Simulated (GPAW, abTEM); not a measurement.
## Does bonding show in the electron microscope? SiC monolayer

Question: image and diffraction simulations usually add up neutral spherical atoms. How large is the error for a SiC monolayer, in scanning-probe images and phase-contrast images?

The sheet lies in the middle of a cell with vacuum above and below. All numbers are calculated.

## 1. Find the equilibrium geometry

The density hangs on the geometry, so the atoms and the in-plane cell are relaxed first, with the symmetry held. The cutoff is set higher than for the density because stress converges slowly with plane waves.

Settings: GPAW 26.7.0, PBE, 750 eV, 9×9×1 k-points, Fermi–Dirac width 0.05 eV, BFGS to 0.02 eV/Å.

```text
cell
1.0
     3.090000000    0.000000000    0.000000000
    -1.545000000    2.676018498    0.000000000
     0.000000000   -0.000000000   10.000000000
Si C
1 1
Direct
0.000000000 0.000000000 0.500000000
0.666666667 0.333333333 0.500000000
```

```console
$ OMP_NUM_THREADS=1 mpirun -n 4 gpaw python run.py > gpaw.log
```

```text
BFGS:    0      -13.965995        0.260818
BFGS:    1      -13.967600        0.145298
BFGS:    2      -13.968425        0.001720
cell  3.1030 3.1030 10.0000  90.00 90.00 120.00
volume 83.388 A^3, largest force 0.000 eV/A, largest stress 0.01 GPa
```

After 2 steps the area has changed by +0.8 % and the energy by -0.002 eV; the largest stress left is 0.01 GPa (averaged over the vacuum too). It took 15 s on 4 cores of Arm Neoverse N1 (shared host), peak memory 0.81 GiB.

Shortest distances after relaxation: C–Si 1.792 Å, Si–Si 3.103 Å, C–C 3.103 Å.

## 2. The all-electron density

Fast electrons feel the potential of the nuclei and of all the electrons, so the PAW density is rebuilt with its core regions. Subtracting spherical free atoms from the same code cancels the cores and leaves the deformation density Δρ, the part due to bonding.

Settings: PBE, 600 eV, 10×10×1 k-points, Fermi–Dirac width 0.05 eV; primitive cell of 2 atoms.

```console
$ OMP_NUM_THREADS=1 mpirun -n 4 gpaw python run.py > gpaw.log
```

```text
|iter:   1|       0s |  -16.334675 | +0.15 |       |
|iter:   2|       0s |  -15.749247 | -1.30 | -0.49 |
|iter:   3|       1s |  -13.955234 | -0.55 | -0.54 |
...
|iter:   8|       3s |  -13.962547c| -6.06 | -3.81 |
|iter:   9|       3s |  -13.962547c| -7.03 | -4.44c|
|iter:  10|       3s |  -13.962547c| -7.63c| -5.18c|
```

```text
grid (36, 36, 120)  electrons 20.000  moved by bonding 0.703 e
deformation density beyond 0.5 A of the nuclei: max 0.356, min -0.154 e/A^3
atom        x       y       z   Voronoi charge  moment
Si1    0.0000  0.0000  0.5000      0.439       0.00
C 2    0.6667  0.3333  0.5000     -0.439       0.00
mean inner potential of superposed free atoms 4.804 V
total magnetic moment 0.000 muB
```

Deformation density in a plane through the shortest contact of the Si atom at the origin, in 0.01 e/Å³ (clipped at ±99); x from -1.6 to 3.4 Å, y from 2.4 down to -2.4 Å:

```text
  0   4  15  28  21  -1 -10  -3   4   6  17  33  27   5  -8  -6
 16   9  16  31  23   6  -5  -6  -4  -1   4  10   7  -4  -9   4
 35   .   .   .   8   3  -3  -5  -6  -6  -9 -11   .   .   .  20
 21  12   .  27  20   5  -4  -6  -5  -3   0   3   1   .  -6   9
  3   5  17  32  24   2  -9  -5   1   4  15  30  24   2 -10  -5
 -4  -2   2   7   3   .  -8   8  18  11   .  29  23   7  -4  -6
 -6  -6  -9 -11   .   .   .  22  36   .   .   .   8   3  -3  -5
 -4  -2   2   7   3   .  -8   8  18  11   .  29  23   7  -4  -6
  3   5  17  32  24   2  -9  -5   1   4  15  30  24   2 -10  -5
 21  12   .  27  20   5  -4  -6  -5  -3   0   3   1   .  -6   9
 35   .   .   .   8   3  -3  -5  -6  -6  -9 -11   .   .   .  20
 16   9  16  31  23   6  -5  -6  -4  -1   4  10   7  -4  -9   4
  0   4  15  28  21  -1 -10  -3   4   6  17  33  27   5  -8  -6
```

Atoms in or within 0.15 Å of the plane: Si (2.7, 1.6), Si (0.0, 0.0), Si (2.7, -1.6), C (-0.9, 1.6), C (1.8, 0.0), C (-0.9, -1.6) Å. Dots mark points within about 0.45 Å of a nucleus; large values next to them are atomic features.

C gains most (-0.44 e) and Si loses most (+0.44 e), as electronegativity suggests. Such charges fall far short of formal ones, since overlapping free atoms already put density on their neighbours. Along the shortest contact from the Si atom at the map's origin, Si–C at 1.79 Å, Δρ is +0.31 e/Å³ at the midpoint and highest, +0.36, 1.06 Å from Si (points within 0.5 Å of a nucleus left out): a bond charge, the mark of covalency, pulled towards C. At the midpoints of other shortest contacts it is +0.04 (Si–Si, 3.10 Å) and -0.09 (C–C, 3.10 Å) e/Å³. Point values carry grid noise of about 0.01 e/Å³. The printed inner potential is divided by a volume that includes the vacuum. The run needed 10 iterations, 8.4 s.

## 3. Which functional?

The same geometry is run with other functionals, to see whether the bonding signal is larger than the spread between approximations. Free atoms are LDA for LDA and PBE otherwise; meta-GGAs and hybrids keep PBE cores. Any other changed setting is in the row's label.

| run | q(C) (e) | moved (e) | time |
| --- | --- | --- | --- |
| PBE | -0.439 | 0.703 | 8.4 s |
| LDA | -0.433 | 0.693 | 8.2 s |
| r2SCAN | -0.476 | 0.741 | 16 s |

The charge moved by bonding spans 0.693 to 0.741 e. Times are from shared hosts.

## 4. Scanning probe: integrated centre of mass and ABF

The integrated centre-of-mass signal follows the projected potential of a thin sample, so it responds to any shift of charge; annular bright field is given beside it. The probe is focused on the sheet.

Settings: abTEM 1.0.9, 60 kV, 4×3×1 cells, grid 92×117, 10 slices, atoms at rest, semi-angle 35 mrad, ABF 18–35 mrad, Gaussian source blur σ = 0.35 Å; iCOM in arbitrary units. Columns, named by their atoms per repeat: Si (0.00, 0.00), C (1.55, 0.90), void (1.55, 4.48) Å; 'void' is a point in the widest open channel.

```
column  iCOM − void, atoms  bonded  change (%)  ABF, atoms (%)  bonded (%)
    Si              0.0139  0.0140        +1.0           72.29       72.27
     C              0.0079  0.0065       -18.1           72.62       72.62
```

Against the void, C changes by -18.1 % and Si by +1.0 %. The order follows the charges (means per atom -0.44 and +0.44 e): this fits screening by gained electrons and unscreening by lost ones, though Voronoi charges are only a rough guide. At these points the largest ABF change is 0.020 % of the beam. Time: 11 s.

## 5. Phase-contrast images through focus

Defocus sets how strongly, and with which sign, the lens passes each spatial frequency; bonding changes the potential mostly at the lowest ones. Defocus counts from the exit plane, 4.5 Å below the sheet's middle.

Settings: abTEM 1.0.9, 60 kV, 3×2×1 cells, grid 117×136, 10 slices, atoms at rest, Cs -15 μm, focal spread 30 Å, aperture 35 mrad; positive defocus is underfocus. Intensity relative to vacuum, independent atoms / with bonding. Columns, named by their atoms per repeat: Si (0.00, 0.00), C (1.55, 0.90), void (1.55, 4.48) Å; 'void' is a point in the widest open channel.

```csv
defocus (Å),Si,C,void
-200,0.989 / 0.984,1.050 / 1.065,1.155 / 1.148
-130,1.071 / 1.082,0.962 / 0.944,0.847 / 0.853
-50,1.010 / 1.017,0.942 / 0.928,0.852 / 0.857
130,1.002 / 1.003,0.981 / 0.981,0.985 / 0.984
200,1.216 / 1.231,1.077 / 1.055,0.914 / 0.925
```

The largest change at any listed point, and its share of that image's contrast range (maximum minus minimum): 0.015 (7 %) at -200 Å, 0.018 (8 %) at -130 Å, 0.014 (7 %) at -50 Å, 0.001 (4 %) at 130 Å, 0.022 (7 %) at 200 Å.

## 6. Answer

Putting the DFT potential in place of independent atoms changes iCOM column contrast by -18.1 to +1.0 % and phase contrast by up to 8 % of its range. The shortest bond, Si–C, has Δρ = +0.31 e/Å³ at its midpoint, a covalent bond charge. Limits: the bonding term is static and added to Lobato atoms; no inelastic scattering.

[Outputs are excerpts: Python notices, other lines and further rows are left out; steps that failed or that the build refused (PBEsol, TPSS) are not shown.]

[Logs are printed without paths, hosts, clocks, repeated set-up lines and the standing remarks that a program may print on its own settings, such as how far it seeks lower states.]
